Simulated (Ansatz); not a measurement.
The system is Ni.

```xyz
2
Lattice="2.4480 0.0000 0.0000 -1.2240 2.1201 0.0000 0.0000 0.0000 4.0728" Properties=species:S:1:pos:R:3 pbc="T T T"
Ni    1.2240    0.7067    3.0546
Ni    0.0000    1.4134    1.0182
```

This isn't the form of Ni at room conditions, which is fcc.

Base run:

```yaml
Program: Ansatz 0.2.0
Functional: PBE
Potentials_or_basis: Ansatz PAW
Cutoff: "420 eV (not typed: the program's choice for these potentials)"
k_mesh: 10 × 10 × 6
Occupations: fermi-dirac, width 0.05 eV
Spin: collinear spin, ferromagnetic start
Starting_moments: "[1.0, 1.0] μB"
Fixed_moment: 2 μB
```

Its results: pressure 10.5 GPa; site moments Ni +1.01 μB.

Task: After a change of settings the same cell gave: pressure 6.6 GPa; site moments Ni +0.53 μB. Which change was it?
A. fixed moment from 2 μB to 3 μB; moments at the start from [1.0, 1.0] to [1.5, 1.5]
B. fixed moment from 2 μB to 1.5 μB; moments at the start from [1.0, 1.0] to [0.75, 0.75]
C. fixed moment from 2 μB to 4 μB; moments at the start from [1.0, 1.0] to [2.0, 2.0]
D. fixed moment from 2 μB to 1 μB; moments at the start from [1.0, 1.0] to [0.5, 0.5]

Result: D.

Caveats: the total moment is fixed, so each spin has its own Fermi level; the thresholds are loose for stress.
